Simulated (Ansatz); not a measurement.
A run of Ansatz 0.2.0 is set up as follows.

File input.yaml:

```yaml
crystal:
  lattice:
    - [2.6205428149, 0.0, 0.0]
    - [-1.3102714075, 2.2694566494, 0.0]
    - [0.0, 0.0, 2.46635439]
  atoms:
    - { symbol: Si, position: [0.0, 0.0, 0.0] }
hamiltonian:
  xc: pbe
  pseudopotentials: { kind: paw }
kpoints:
  mp_grid: { grid: [12, 12, 11] }
scf:
  occupations: { method: gaussian, width: 0.022 }
output:
  forces: true
  stress: true
  eigenvalues: true
```

Potentials or basis: Ansatz PAW.

Command:

```sh
$ ansatz run input.yaml --threads 2 --pin off --max-ram 5632MiB --backend cpu --events-out ev --progress --plain --runs-dir out
```

(1) What does it give for the pressure?

(2) Estimate the band gap on the k mesh.

Answers

(1) 3.1 GPa.

(2) none (metal or under the smearing width).
